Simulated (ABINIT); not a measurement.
SnTe:

```
Te Sn
1.0
     0.00000    3.15085    3.15085
     3.15085    0.00000    3.15085
     3.15085    3.15085    0.00000
Te Sn
1 1
Direct
  0.50000 0.50000 0.50000
  0.00000 0.00000 0.00000
```

| Item | Value |
| --- | --- |
| Program | ABINIT 10.8.3 (patched build) |
| Task | relaxation of cell and atoms |
| Functional | PBE |
| Potentials or basis | SPMS NC PBE v1.0 |
| Cutoff | 707 eV |
| k mesh | 5 × 5 × 5 |
| Occupations | fermi-dirac, width 0.05 eV |
| Spin | no spin polarisation |

At the start: pressure 2.3 GPa; volume 31.28 Å³/atom.

Problem. How do energy, volume and symmetry change on relaxing?

Solution. Over 5 steps the energy falls by 11.4 meV/atom and the volume is 32.94 Å³/atom (+5.3 %); space group Fm-3m (No. 225, to 0.05 Å).

Step by step:
```csv
step,energy change (eV),largest force (eV/Å),pressure (GPa),volume (Å³)
1,0.0000,0.0000,2.31,62.56
2,-0.0059,0.0000,1.96,63.00
3,-0.0227,0.0000,0.11,65.69
4,-0.0228,0.0000,0.01,65.86
5,-0.0228,0.0000,0.00,65.87
```

Final structure:
```cif
data_structure
_symmetry_space_group_name_H-M 'P 1'
_symmetry_Int_Tables_number 1
_cell_length_a 4.5332
_cell_length_b 4.5332
_cell_length_c 4.5332
_cell_angle_alpha 60.000
_cell_angle_beta 60.000
_cell_angle_gamma 60.000
_cell_volume 65.87
loop_
_atom_site_label
_atom_site_type_symbol
_atom_site_fract_x
_atom_site_fract_y
_atom_site_fract_z
_atom_site_occupancy
Te1 Te 0.50000 0.50000 0.50000 1
Sn1 Sn 0.00000 0.00000 0.00000 1
```
